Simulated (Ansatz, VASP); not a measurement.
## One calculation of MgH2, two programs

Contents of INCAR:

```
PREC = Accurate
ENCUT = 600
EDIFF = 1E-6
ISMEAR = 0
SIGMA = 0.1
LREAL = False
LASPH = True
NELM = 60
ALGO = Normal
ISIF = 3
LWAVE = False
LCHARG = False
GGA = PE
IBRION = 2
NSW = 90
EDIFFG = -0.04
```

The input KPOINTS:

```
Automatic mesh
0
Gamma
  8 8 8
```

Contents of POSCAR:

```
MgH2
1.0
   -1.3480843400      2.3761577700      2.0521304500
    1.3480843400     -2.3761577700      2.0521304500
    1.3480843400      2.3761577700     -2.0521304500
Mg H
1 2
Direct
    0.3656184200      0.8656184200      0.5000000000
    0.9789568800      0.2239234700      0.7550334100
    0.4688900500      0.2239234700      0.2449665900
```

Input for Ansatz:

```yaml
crystal:
  lattice:
    - [-1.34808434, 2.37615777, 2.05213045]
    - [1.34808434, -2.37615777, 2.05213045]
    - [1.34808434, 2.37615777, -2.05213045]
  atoms:
    - { symbol: Mg, position: [0.36561842, 0.86561842, 0.5] }
    - { symbol: H, position: [0.97895688, 0.22392347, 0.75503341] }
    - { symbol: H, position: [0.46889005, 0.22392347, 0.24496659] }
basis:
  ecutwfc: 420
kpoints:
  mp_grid: { grid: [8, 8, 8] }
hamiltonian:
  xc: pbe
scf:
  occupations: { method: gaussian, width: 0.1 }
  lower_state_search: "off"
output:
  forces: true
  stress: true
  eigenvalues: true
relax:
  adjacent_minimum: "off"
  f_tol: 0.04
  max_steps: 70
  cell: { stress_tol: 0.4 }
```

Alike in both runs: task relaxation of cell and atoms; functional PBE; k mesh 8 × 8 × 8; occupations gaussian, width 0.1 eV; no spin polarisation.

|  | VASP | Ansatz |
| --- | --- | --- |
| version | VASP 6.6.1 | Ansatz 0.2.0 |
| potentials or method | VASP PAW PBE potentials, release 64 (Mg, H) | scalar-relativistic, plane waves, PAW |
| plane-wave cutoff (eV) | 600 | 420 |
| valence electrons in the cell | 4 | 12 |

Ansatz gave:

| Quantity | Value |
| --- | --- |
| gap on the k mesh at the Fermi level, each at its own relaxed structure (eV) | none |
| relaxed volume (Å³/atom) | 8.96 |
| relaxed cell length with the largest relative difference (Å) | 3.363 |
| energy change over the relaxation (meV/atom) | -84 |

Q: Estimate VASP's values.

A: gap on the k mesh at the Fermi level, each at its own relaxed structure (eV): none; relaxed volume (Å³/atom): 8.93; relaxed cell length with the largest relative difference (Å): 3.363; energy change over the relaxation (meV/atom): -81.

A gap of «none» marks a metal or a gap that the smearing closes. The two sets of potentials don't hold the same shells in valence.
